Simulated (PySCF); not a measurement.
Task: What does the GFN2-xTB structure of triethylamine (`C(C)N(CC)CC`) look like in three dimensions?

Result: 
Z-matrix in Å and degrees, rows numbered from 1:
```
C 
C   1  1.5351
N   2  1.4465  1  115.82
C   3  1.4483  2  114.74  1    61.80
C   4  1.5265  3  111.27  2   151.27
C   3  1.4542  2  114.73  1   -74.25
C   6  1.5287  3  110.87  2  -108.92
H   1  1.0873  2  110.68  3   -63.14
H   1  1.0880  2  110.90  3    57.25
H   1  1.0869  2  109.79  3   177.12
H   2  1.0934  1  109.32  3  -121.39
H   2  1.0949  1  108.89  3   121.39
H   4  1.1048  3  112.32  2   -86.22
H   4  1.0928  3  107.70  2    32.41
H   5  1.0876  4  109.93  3  -174.52
H   5  1.0866  4  109.79  3   -54.70
H   5  1.0866  4  111.08  3    65.45
H   6  1.0953  3  110.17  2   129.97
H   6  1.0957  3  110.58  2    11.69
H   7  1.0878  6  110.37  3   178.52
H   7  1.0869  6  110.06  3    58.37
H   7  1.0860  6  110.39  3   -61.06
```

N3 (tertiary amine nitrogen) is pyramidal (angles 114.8°, 114.7° and 114.7°, sum 344.2°, 0.34 Å off the plane of its three neighbours). Of the pairs four or more bonds apart, H12···H14 is among the closest relative to their van der Waals radii: 2.29 Å, 95 % of the sum of Bondi's values.

Computed geometry: GFN2-xTB, gas phase.

Point group: C1 (no symmetry element, even within 0.4 Å). Not checked by GFN2-xTB frequencies. The numbers are those of one conformer (C1–C2–N3–C4 62°, C2–N3–C4–C5 151°, C2–N3–C6–C7 -109°).
